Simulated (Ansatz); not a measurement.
Wanted: the native input for an Ansatz 0.2.0 run.

* Task: phonons
* Functional: PBEsol
* Potentials or basis: Ansatz PAW
* Cutoff: 420 eV (not typed: the program's choice for these potentials)
* k mesh: 8 × 8 × 8
* Occupations: fermi-dirac, width 0.05 eV
* Spin: no spin polarisation

Crystal: Al2Cu.

```xyz
3
Lattice="-2.0303 2.0303 2.8511 2.0303 -2.0303 2.8511 2.0303 2.0303 -2.8511" Properties=species:S:1:pos:R:3 pbc="T T T"
Cu    0.0000    0.0000    2.8511
Al    2.0303    0.0000    1.4255
Al    0.0000    2.0303    1.4255
```

The cell comes from a database or a generator and needn't be the stable form of this composition.

The input as run:

input.yaml

```yaml
crystal:
  lattice:
    - [-2.0303375, 2.0303375, 2.851094]
    - [2.0303375, -2.0303375, 2.851094]
    - [2.0303375, 2.0303375, -2.851094]
  atoms:
    - { symbol: Cu, position: [0.5, 0.5, 0.0] }
    - { symbol: Al, position: [0.25, 0.75, 0.5] }
    - { symbol: Al, position: [0.75, 0.25, 0.5] }
hamiltonian:
  xc: pbesol
  pseudopotentials: { kind: paw }
kpoints:
  mp_grid: { grid: [8, 8, 8] }
scf:
  occupations: { method: fermi_dirac, width: 0.05 }
phonons:
  method: dfpt
```

Potentials or basis: Ansatz PAW.

Command:

```bash
$ ansatz run input.yaml --threads 2 --pin off --max-ram 5632MiB --backend cpu --events-out ev --progress --plain --runs-dir out
```

It gave:

```yaml
Band_gap_on_the_k_mesh: none (metal or under the smearing width)
Highest_phonon_frequency_at_Γ: 284 cm⁻¹
```

It took 22 s on 2 threads of Arm Neoverse V1, on a shared host, peak memory 0.53 GiB.
